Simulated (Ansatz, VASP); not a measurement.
# SiC: VASP beside Ansatz

```
CELL_PARAMETERS angstrom
3.07598 0.00000 0.00000
-1.53799 2.66388 0.00000
0.00000 0.00000 5.04784
ATOMIC_POSITIONS crystal
Si 0.33333 0.66667 0.95302
Si 0.66667 0.33333 0.45302
C 0.33333 0.66667 0.42198
C 0.66667 0.33333 0.92198
```

Change from the starting cell: polar distortion scaled by 0.25.

Alike in both runs: task single point; functional PBEsol; k mesh 12 × 12 × 6; no spin polarisation.

```csv
,VASP,Ansatz
version,VASP 6.6.1,Ansatz 0.2.0
potentials or method,"VASP PAW PBE potentials, release 64 (Si, C)","scalar-relativistic, plane waves, PAW"
plane-wave cutoff (eV),520,420
occupations,"gaussian, width 0.01 eV",fixed
valence electrons in the cell,16,16
```

|  | VASP | Ansatz | Ansatz less VASP |
| --- | --- | --- | --- |
| gap on the k mesh at the Fermi level (eV) | 0.73 | 0.74 | +0.014 |
| least direct gap on the mesh (eV) | 2.82 | 2.82 | +0.005 |
| pressure (GPa) | 10.0 | 9.8 | -0.29 |
| largest component of the traceless stress (GPa) | 12.40 | 12.12 | -0.287 |
| rms of the force components (eV/Å) | 0.868 | 0.863 | -0.0054 |

Atom by atom the forces differ by 0.005 eV/Å (rms over components). Ansatz warned: «pseudo_functional_mismatch».

Caveats: the PAW data sets were made with another functional, which shifts forces and pressure a little (VASP). A k mesh can miss the band edges.
